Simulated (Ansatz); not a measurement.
# AlN: the cost of one run

Method: DFT PBE, scalar-relativistic, plane waves, PAW, in Ansatz 0.2.0.

2 further runs of the same task are left out: 2 set aside as unsound or not needed. Runs told in other sessions of the task aren't counted.

## (1) The system as given

It takes space group P6_3mc (No. 186, hexagonal). Conventional cell: a = 3.130 Å, b = 3.130 Å, c = 5.018 Å, α = 90.00°, β = 90.00°, γ = 120.00°. Around Al (site symmetry 3m) lie 4 N at 1.90 to 1.91 Å. N (site symmetry 3m) has 4 Al at 1.90 to 1.91 Å in its first shell of neighbours.

Structure file:

```
CELL_PARAMETERS angstrom
-3.13024 0.00000 0.00000
0.00000 0.00000 -5.01798
0.00000 -5.42173 0.00000
ATOMIC_POSITIONS crystal
Al 0.50000 0.99827 0.16667
Al 0.00000 0.99827 0.66667
Al 0.00000 0.49827 0.33333
Al 0.50000 0.49827 0.83333
N 0.50000 0.61673 0.16667
N 0.00000 0.61673 0.66667
N 0.00000 0.11673 0.33333
N 0.50000 0.11673 0.83333
```

It is built from the cell relaxed beforehand with the same method (10.65 Å³/atom).

## (2) The undisturbed cell

File input.yaml:

```yaml
crystal:
  lattice:
    - [-3.1302395625, 0.0, 0.0]
    - [0.0, 0.0, -5.0179796543]
    - [0.0, -5.4217339621, 0.0]
  atoms:
    - { symbol: Al, position: [0.5, 0.9982712825, 0.1666666667] }
    - { symbol: Al, position: [0.0, 0.9982712825, 0.6666666667] }
    - { symbol: Al, position: [0.0, 0.4982712825, 0.3333333333] }
    - { symbol: Al, position: [0.5, 0.4982712825, 0.8333333333] }
    - { symbol: "N", position: [0.5, 0.6167287175, 0.1666666667] }
    - { symbol: "N", position: [0.0, 0.6167287175, 0.6666666667] }
    - { symbol: "N", position: [0.0, 0.1167287175, 0.3333333333] }
    - { symbol: "N", position: [0.5, 0.1167287175, 0.8333333333] }
basis:
  ecutwfc: 420
kpoints:
  mp_grid: { grid: [8, 6, 4] }
hamiltonian:
  xc: pbe
scf:
  occupations: { method: gaussian, width: 0.05 }
output:
  forces: true
  stress: true
  eigenvalues: true
  write_density: true
  write_potential: true
  elf: true
  volumetric_format: npy
```

Run with:

```
$ ansatz run input.yaml --threads 2 --pin off --max-ram 5120MiB --backend cpu --events-out ev --progress --plain --runs-dir out
```

Q: Estimate wall time and peak memory on 2 threads of Arm Neoverse V2, shared host.

About 6.6 s, with a peak of 0.36 GiB.
